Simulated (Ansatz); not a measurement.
## TiTe: single point with r2SCAN50

Crystal: TiTe.

```
CELL_PARAMETERS angstrom
0.00000 3.31060 3.31060
3.31060 0.00000 3.31060
3.31060 3.31060 0.00000
ATOMIC_POSITIONS crystal
Ti 0.00000 0.00000 0.00000
Te 0.25000 0.25000 0.25000
```

The cell comes from a database or a generator and needn't be the stable form of this composition.

| Item | Value |
| --- | --- |
| Program | Ansatz 0.2.0 |
| Task | single point |
| Functional | r2SCAN50 |
| Potentials or basis | Ansatz PAW |
| Cutoff | 500 eV (not typed: the program's choice for these potentials) |
| k mesh | 4 × 4 × 4 |
| Occupations | fermi-dirac, width 0.05 eV |
| Spin | no spin polarisation |

| Quantity | Value |
| --- | --- |
| Pressure | -9.6 GPa |
| Band gap on the k mesh | none (metal or under the smearing width) |

Levels at points of the mesh, in eV from the Fermi level:
| k point | band 11 | band 12 | band 13 | band 14 | band 15 | band 16 | band 17 | band 18 |
| --- | --- | --- | --- | --- | --- | --- | --- | --- |
| (0.00, 0.00, 0.00) | -6.19 | -6.19 | -6.19 | 1.05 | 1.48 | 1.48 | 2.72 | 2.72 |
| (0.00, 0.00, -0.50) | -7.99 | -6.02 | -6.02 | -1.53 | 1.01 | 1.01 | 1.76 | 1.76 |
| (0.00, -0.50, -0.50) | -7.88 | -6.13 | -6.13 | -2.73 | 0.31 | 0.31 | 0.95 | 2.05 |

It took 28 s on 1 × NVIDIA H100 80GB HBM3 with 2 threads of AMD EPYC 7R13 Processor (Zen 3) (shared host), peak memory 2 GiB.

Caveat: the k mesh is coarse (spacing up to 0.41 Å⁻¹), so the values aren't converged, least of all with exact exchange; the PAW data sets come from PBE, with cores solved anew for the run's functional, which leaves a small shift of forces and pressure; the thresholds are loose for stress. The run has no spin-orbit coupling, so splittings on Te are missing.
